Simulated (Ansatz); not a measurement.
An input for Ansatz 0.2.0 (Cu):

run.py

```python
import json

import ase.io
import numpy as np

import ansatz as az

atoms = ase.io.read("POSCAR", format="vasp")

calculation = (
    az.Crystal.from_ase(atoms)
    .calculation()
    .kpoints(13, 13, 13)
    .functional("lda")
    .pseudopotentials(kind="nc")
    .occupations(method="fermi_dirac", width=0.05)
    .relax(force_tolerance=0.01, max_steps=40, cell=True, stress_tolerance=0.05)
    .forces()
    .stress()
    .spin("collinear", soc=True)
)
outcome = calculation.run(threads=2, events_out="events.jsonl")

report = outcome.report
for line in open("events.jsonl"):
    event = json.loads(line)
    if event["event"] == "scf_iter":
        d = event["data"]
        print(f"SCF {d['iter']:3d}  HF = {d['harris_foulkes_ev']:.6f} eV  dr2 = {d['dr2_ev']:.2e} eV")
    elif event["event"] in ("relax_step", "md_step"):
        d = event["data"]
        print(f"{event['event']} {d['step']:3d}  E = {d['lagrangian_ev']:.6f} eV")
np.set_printoptions(precision=5, suppress=True, linewidth=110)
print("converged:", report["converged"], "after", report["n_iterations"], "iterations")
print(f"free energy {report['free_energy_ev']:.6f} eV, Fermi level {report['fermi_energy_ev']:.4f} eV")
for key in ("band_edges_ev", "magnetization_mub", "site_moments_mub", "site_moments_nc_mub", "forces_ev_ang",
                "stress_gpa"):
    if report.get(key) is not None:
        print(key, np.array(report[key]), sep="\n")
```

POSCAR

```
Cu
1.0
   -1.4427933200      1.4427933200      1.3760814500
    1.4427933200     -1.4427933200      1.3760814500
    1.4427933200      1.4427933200     -1.3760814500
Cu
1
Direct
    0.0000000000      0.0000000000      0.0000000000
```

Potentials or basis: Ansatz NC.

The run is started by

```sh
$ python run.py
```

Does this run start?

The run stopped without a result. It printed:

Output:

```text
Traceback (most recent call last):
  File "run.py", line 20, in <module>
  [frames inside libraries left out]
ansatz.errors.InputError: .spin('collinear', soc=True): soc=True belongs to the noncollinear treatment, not to the collinear one; write .spin('noncollinear', soc=True)
```
